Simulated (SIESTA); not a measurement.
Au: band structure with PBEsol

Au:

```
Au
1.0
     0.00000    2.03500    2.03500
     2.03500    0.00000    2.03500
     2.03500    2.03500    0.00000
Au
1
Direct
  0.00000 0.00000 0.00000
```

- Program: SIESTA 5.4.2
- Task: band structure
- Functional: PBEsol
- Potentials or basis: PseudoDojo 0.4 standard (PBEsol files)
- Basis: SZ (energy shift 0.003 Ry)
- Grid cutoff: 800 Ry
- Energy shift: 0.003 Ry
- k mesh: 11 × 11 × 11
- Occupations: fermi-dirac, width 0.05 eV
- Spin: no spin polarisation

* Pressure: 30.3 GPa
* Band gap on the k mesh: none (metal or under the smearing width)

Levels at the corners of the path, in eV from the Fermi level:
```tsv
point	band 6	band 7	band 8	band 9	band 10
Γ	-7.63	-7.63	-7.63	-5.86	-5.86
X	-10.03	-4.51	-4.08	-4.08	6.38
W	-7.83	-7.83	-6.05	-4.08	5.81
K	-8.60	-6.00	-5.52	-4.60	5.07
Γ	-7.63	-7.63	-7.63	-5.86	-5.86
L	-7.71	-7.71	-4.46	-4.46	1.90
U	-8.60	-6.00	-5.52	-4.60	5.07
W	-7.83	-7.83	-6.05	-4.08	5.81
L	-7.71	-7.71	-4.46	-4.46	1.90
K	-8.60	-6.00	-5.52	-4.60	5.07
U	-8.60	-6.00	-5.52	-4.60	5.07
X	-10.03	-4.51	-4.08	-4.08	6.38
```

Run time: 3.9 s on 1 thread of Intel(R) Xeon(R) Platinum 8488C (Sapphire Rapids) (shared host), peak memory 0.18 GiB.

Caveat: the basis has no polarisation orbitals; a pressure of tens of GPa on the cell as given is suspect, and the run, the potentials or the cell itself is likely at fault; short orbitals over semicore shells can move pressures by several GPa; spin-orbit coupling is left out, which moves the levels of the heavy elements; the basis of atomic orbitals isn't converged, which shifts pressures, moduli and gaps.
